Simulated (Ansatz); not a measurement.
System: zinc-blende ZnTe. Method: PBE0-D3(BJ) (PAW; Ansatz, an electronic-structure program).

Settings: plane-wave cutoff 460 eV, 8×8×8 k mesh, Fermi–Dirac smearing 0.01 eV, scalar-relativistic PAW data made under PBE.

The cell is scaled about its equilibrium volume:

```csv
V (Å³/atom),P (GPa),direct gap at Γ (eV)
26.187,3.25,3.317
26.876,1.56,3.169
27.565,0.08,3.027
28.039,-0.83,2.932
28.943,-2.33,2.759
```

A straight line through the gaps at Γ against ln V gives a volume deformation potential dE_g(Γ)/d ln V of -5.6 eV: the gap at Γ widens under compression.

Measured, for comparison: band gap 2.43 eV (zero-point renormalisation of 40 meV (experimental, the table's column) added back here, direct; inputs from Miglio et al. (2020), arXiv:2011.12765).

Spin–orbit coupling is not included; with these elements it can move the gap by several tenths of an eV or more.
